Rocksalt SnTe becomes stiffer as it is squeezed, and a smooth stiffening law describes this with no need for a jump in pressure where the band gap closes. The bulk modulus is the pressure gained per relative loss of volume. In this density-functional calculation it averages 69 GPa between the two smallest cells. Between the stretched cells at 34.427 and 36.576 Å³ per atom it averages only 29 GPa.

Rocksalt SnTe at several fixed volumes, computed with Ansatz 0.2.0 using the r2SCAN functional and PAW potentials, without spin polarisation or spin–orbit coupling. The plane-wave cutoff is 500 eV, the k mesh 8×8×8 and the occupations are fixed, without smearing. Pressure is positive in compression.

```
volume (Å³/atom)  shortest distance (Å)  pressure (GPa)
          27.569                  3.021           9.920
          30.711                  3.132           2.500
          34.427                  3.253          -2.390
          36.157                  3.307          -3.850
          36.188                  3.308          -3.870
          36.576                  3.319          -4.140
```

A positive pressure means that the cell pushes outward, a negative one that it has been stretched and pulls inward. The stress is the same along all three axes because the crystal is cubic.

Three explanations offer themselves. The simplest is a spring of fixed stiffness, as in Hooke's law. The second is that atoms resist being pushed together more and more strongly. The third is tempting because of a coincidence: the computed gap shrinks from 0.31 eV at 34.427 Å³ to 0.03 eV at 30.711 Å³ and is zero at 27.569 Å³, just where the crystal is stiffest.

The second explanation rests on standard bonding theory. When Sn and Te approach each other, their filled electron shells overlap, and the exclusion principle drives the kinetic energy up steeply. The attraction that holds the crystal together changes more gently with distance. Squeezing therefore brings in a fast-growing repulsion, while stretching leaves a pull that grows ever more slowly. A crystal with this balance stiffens under compression and softens under tension.

The simplest way to put this into a formula is to let the bulk modulus B rise linearly with the pressure P, so that B = B₀ + B′P. Here B₀ is the modulus at zero pressure and B′ its gain per unit of pressure. Since B is also −dP/d(ln V), with V the volume, integration from the pressure-free volume V₀ gives Murnaghan's law:

P = (B₀/B′) [(V₀/V)^B′ − 1]

Its three constants were fitted to the five cells that have a gap, two of which have almost the same volume and so count as little more than one. The cell at 27.569 Å³, where the gap is zero, was left out, which makes it the test of all three explanations.

The fit gives B₀ = 43.5 GPa, B′ = 4.4 and V₀ = 32.33 Å³ per atom. For the test cell, (32.33/27.569)^4.4 is about 2.02, so the bracket is 1.02. The factor in front is 43.5/4.4, or 9.9 GPa. The predicted pressure is thus about 10 GPa, against a computed 9.92 GPa. This supports the stiffening law itself; that overlapping shells are its cause rests on theory and is not tested here.

Fixed stiffness fails this test. Fitted to the same five cells, it predicts 6.5 GPa, only about two thirds of the computed pressure. It has no means of knowing that the next step of compression will be harder than the last.

Gap closure is harder to judge, because gap and stiffness both follow the volume. Yet the stiffening is under way while the gap is still wide: the average modulus is about 25 GPa between 36.576 and 36.188 Å³ and about 30 GPa between 36.188 and 34.427 Å³. Closure therefore cannot be what starts it. It could still add to it, and a test is whether the pressure jumps once the gap has gone. A second smooth formula, that of Birch and Murnaghan, predicts 9.7 GPa for the test cell, so the two smooth laws bracket the computed value. No jump of several GPa appears in this calculation, but an effect of a few tenths of a GPa could hide between the two formulas.

The energies agree with this reading. Adding up Murnaghan's pressure between 30.711 and 27.569 Å³ gives a rise of 231 meV per two-atom cell, and the computed total energies rise by 232 meV. No energy entered the fit. Theory also offers a reason why the closing gap should matter little: pressure comes from all the filled bands, whereas the closing gap at first rearranges only the states close to L, a point on the zone boundary.

Some cautions apply to the gap. In the most compressed cell two levels coincide at the band edge and the calculation fills only one of them, so its pressure may carry an error that these runs do not measure. The small gap at 30.711 Å³ may belong to two levels that have already crossed at L. The gaps of the stretched cells shrink faster and faster on the way down, and a smooth curve through them reaches zero before that volume. Theory then expects the two bands, in a calculation like this one, still to touch on a ring around L, which the mesh can miss. The fit would thus include one cell from beyond the crossing. Yet when this cell is left out as well, both smooth laws still predict its pressure to within half a GPa, so no large jump hides there either. Spin–orbit coupling, absent here, strongly changes the gap of SnTe at L, so the volume at which the gap closes should not be taken from these runs.

In practice, a single modulus serves only for small loads. Near zero pressure the stiffness changes by 4.4/43.5, or about 10%, for each GPa. Beyond that, use a curved pressure–volume law, and compare two such laws before going outside the fitted range. Real SnTe is known to leave the rocksalt structure under a few GPa, so the high-pressure end describes a crystal held in that structure by the imposed symmetry. The printed output below gives the three fits and the energy comparison.

The analysis program printed:

```
secant bulk modulus from 27.569 to 30.711 (GPa): 68.75
secant bulk modulus from 30.711 to 34.427 (GPa): 42.81
secant bulk modulus from 34.427 to 36.576 (GPa): 28.9
fit of pressure on 5 rows (gapped): constant 133.5 +/- 6.3, coefficient of lv -38.3 +/- 1.8; rms 0.201, worst 34.427 0.387, leave-one-out rms 0.739
  rows outside the fit (model, value, miss): 27.569 6.504, 9.92, -3.42
fit of pressure on 5 rows (gapped): constant -9.884 +/- 0.0065, coefficient of x**s 12.38 +/- 0.01, s 4.4; rms 0.0029, worst 36.157 0.00429, leave-one-out rms 0.192
  rows outside the fit (model, value, miss): 27.569 10.03, 9.92, 0.108
fit of pressure on 5 rows (gapped): coefficient of x**(5/3) -60.75 +/- 1.5, coefficient of x**(7/3) 52.13 +/- 3.3, coefficient of x**3 11.11 +/- 1.7; rms 0.00197, worst 36.157 0.00315, leave-one-out rms 0.106
  rows outside the fit (model, value, miss): 27.569 9.708, 9.92, -0.212
Murnaghan volume at zero pressure (A3 per atom): 32.33
Murnaghan bulk modulus at zero pressure (GPa): 43.49
fixed-stiffness prediction at 27.569 as share of the computed pressure (%): 65.57
share of the four L points in the 8x8x8 mesh (%): 0.7812
Gap, stiffness and energy relative to row 30.711:
     row  gap_eV  Murnaghan_B_GPa  energy_meV_per_cell  energy_from_law_meV
  27.569       0            87.61                231.7                231.4
  30.711  0.0282            54.49                    0                    0
  34.427  0.3137            32.97                  6.7                9.099
  36.157  0.4375            26.57                 74.8                77.14
  36.188  0.4396            26.47                 76.3                78.64
  36.576  0.4645            25.26                 95.7                98.05
```
